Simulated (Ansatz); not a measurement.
Hf started on a Si site in α-quartz SiO2, 72 atoms, charge −1

Level of theory: Ansatz 0.2.0, DFT, HSE06, PAW, plane waves.

Command:

```sh
ansatz run in.yaml --threads 8 --pin off --max-ram 118750MiB --runs-dir r --events-out ev --progress --plain --backend cuda --devices 0, --max-vram 170GiB
```

The input less its lattice and atoms (starting moments on atoms near the defect: 1 μB in all):

```yaml
crystal:
  symmetry: { detect: false }
kpoints:
  mp_grid: { grid: [1, 1, 1], shift: [0.25, 0.25, 0.25] }
hamiltonian:
  xc: hse06
total_charge: -1
magnetization:
  spin_polarized: true
scf:
  occupations: { method: fermi_dirac, width: 0.01 }
relax:
  f_tol: 0.03
  max_steps: 80
  escape_saddle: false
  adjacent_minimum: "off"
output:
  forces: true
  eigenvalues: true
  populations: true
  charged_corrections: { epsilon: 4.5 }
  eigenstates: { kpoints: [[0.25, 0.25, 0.25]], e_range: [-6.0, 6.0], localisation: true }
```

Start:

```
Si Hf O
1.0
     9.90164    0.00000    0.00000
    -4.95082    8.57507    0.00000
     0.00000    0.00000   10.88588
Si Hf O
23 1 48
Direct
  0.23394 0.00594 0.17369
  0.22414 0.99784 0.67198
  0.23173 0.49642 0.16894
  0.24324 0.51612 0.67728
  0.72452 0.99530 0.16350
  0.73410 0.99627 0.66822
  0.74688 0.49532 0.15455
  0.73547 0.49133 0.66473
  0.99881 0.22376 0.32835
  0.00637 0.23405 0.82614
  0.99661 0.73397 0.33190
  0.99512 0.72374 0.83637
  0.51604 0.24256 0.32253
  0.49661 0.23118 0.83101
  0.49212 0.73565 0.33502
  0.49537 0.74656 0.84570
  0.26917 0.26894 0.99992
  0.26534 0.76976 0.00766
  0.26029 0.76946 0.50257
  0.77033 0.26552 0.99225
  0.76939 0.25951 0.49726
  0.75853 0.75831 0.00003
  0.75653 0.75621 0.50003
  0.27978 0.28042 0.49989
  0.20930 0.13813 0.10720
  0.17435 0.12226 0.63170
  0.20804 0.63383 0.11079
  0.20303 0.63909 0.61038
  0.70530 0.13161 0.09788
  0.70699 0.12915 0.60599
  0.70380 0.62288 0.10332
  0.70748 0.62556 0.60644
  0.36542 0.07688 0.28063
  0.35950 0.06602 0.77887
  0.35776 0.57011 0.28007
  0.33945 0.59101 0.80397
  0.84908 0.06853 0.27289
  0.87024 0.06978 0.77134
  0.86973 0.57142 0.26724
  0.86135 0.56025 0.77709
  0.47419 0.34962 0.40514
  0.43056 0.29817 0.93769
  0.42266 0.79932 0.44106
  0.43745 0.81841 0.95429
  0.93148 0.28480 0.44018
  0.92949 0.28920 0.93225
  0.91650 0.78506 0.43731
  0.91870 0.78653 0.93769
  0.12219 0.17223 0.36807
  0.13835 0.20909 0.89266
  0.12988 0.70732 0.39393
  0.13155 0.70464 0.90192
  0.63893 0.20231 0.38951
  0.63440 0.20816 0.88912
  0.62622 0.70748 0.39339
  0.62277 0.70328 0.89699
  0.06696 0.35921 0.22145
  0.07756 0.36520 0.71897
  0.06967 0.86985 0.22853
  0.06847 0.84837 0.72691
  0.59112 0.33950 0.19620
  0.56986 0.35676 0.71952
  0.56099 0.86158 0.22275
  0.57171 0.86946 0.73308
  0.29859 0.43040 0.06211
  0.35129 0.47486 0.59538
  0.28875 0.92889 0.06746
  0.28582 0.93164 0.55986
  0.81869 0.43745 0.04587
  0.79924 0.42192 0.55875
  0.78707 0.91875 0.06204
  0.78528 0.91599 0.56301
```

Steps:

| step | energy less the first (eV) | largest force component (eV/Å) |
| --- | --- | --- |
| start | 0.000 | 0.602 |
| 1 | -0.079 | 0.265 |
| 2 | -0.159 | 0.147 |
| 3 | -0.170 | 0.401 |
| 4 | -0.190 | 0.021 |

End:

```xyz
72
Lattice="9.9016 0.0000 0.0000 -4.9508 8.5751 0.0000 0.0000 0.0000 10.8859" Properties=species:S:1:pos:R:3 pbc="T T T"
Si    2.2954    0.0542    1.8943
Si   -2.7076    8.5454    7.3268
Si   -0.1538    4.2559    1.8391
Si   -0.1290    4.4327    7.3765
Si    2.2523    8.5290    1.7725
Si    2.3527    8.5410    7.2735
Si    4.9669    4.2494    1.6743
Si    4.8625    4.2074    7.2389
Si    8.7646    1.9249    3.5623
Si   -1.0978    2.0165    8.9880
Si    6.2242    6.3077    3.6131
Si    6.2632    6.2058    9.1121
Si    3.9061    2.0994    3.5064
Si    3.7673    1.9890    9.0471
Si    1.2205    6.3163    3.6444
Si    1.1979    6.4233    9.2132
Si    1.3275    2.2962   10.8846
Si   -1.1908    6.5928    0.0883
Si   -1.2392    6.5895    5.4713
Si    6.3108    2.2677   10.7968
Si    6.3295    2.2154    5.4119
Si    3.7482    6.4884   10.8853
Si    3.7370    6.4663    5.4437
Hf    1.3862    2.4025    5.4477
O     1.4101    1.1666    1.1435
O     1.1475    1.0235    6.8743
O    -1.0524    5.4196    1.1835
O    -1.1268    5.4596    6.6158
O     6.3549    1.1090    1.0361
O     6.3902    1.0839    6.5664
O     3.9088    5.3189    1.0966
O     3.9334    5.3381    6.5753
O     3.2365    0.6933    3.0345
O     3.2438    0.5847    8.4631
O     0.7194    4.9113    3.0299
O     0.4251    5.1105    8.7365
O     8.0641    0.6105    2.9403
O     8.2852    0.6251    8.3663
O     5.7960    4.9343    2.8772
O     5.7569    4.8221    8.4452
O     2.9443    3.0087    4.3718
O     2.7595    2.5448   10.1846
O     0.1948    6.8474    4.7715
O     0.2515    7.0219   10.3766
O     7.7854    2.4384    4.7624
O     7.7454    2.4672   10.1148
O     5.1516    6.7183    4.7308
O     5.1724    6.7310   10.1836
O     0.3218    1.5003    4.0162
O     0.3072    1.8045    9.7401
O    -2.2503    6.0786    4.3164
O    -2.2151    6.0467    9.8503
O     5.2951    1.7499    4.2661
O     5.2242    1.7973    9.7045
O     2.6634    6.0753    4.3097
O     2.6528    6.0406    9.7913
O    -1.1042    3.1000    2.4276
O    -1.0119    3.1473    7.8441
O    -3.6018    7.4870    2.5196
O    -3.4956    7.2792    7.9438
O     4.2142    2.9249    2.1506
O     3.8977    3.0682    7.8517
O     1.3056    7.4001    2.4399
O     1.3781    7.4840    8.0109
O     0.8288    3.6611    0.6991
O     1.1460    4.0615    6.5175
O    -1.7402    7.9350    0.7662
O    -1.7727    7.9616    6.1235
O     5.9583    3.7296    0.5103
O     5.8357    3.5867    6.1113
O     3.2491    7.8458    0.6982
O     3.2476    7.8160    6.1589
```

The calculation finished and met its thresholds.

Time: 52 s of wall time on one NVIDIA GB200 with 8 processor threads, on a host shared with other runs; peak host memory 3.4 GiB.

(1) How much energy did the relaxation gain, and which atom moved most?

The moment started at 1 μB and ended at 1.0 μB; no other spin state is shown. The one k point has no symmetry partners, which can distort the end along one axis.

## Answers

(1) 0.19 eV in 4 steps, from a start with small random displacements; atom 72 (O) moved 0.05 Å, the median atom 0.04 Å (drift of the whole cell removed).
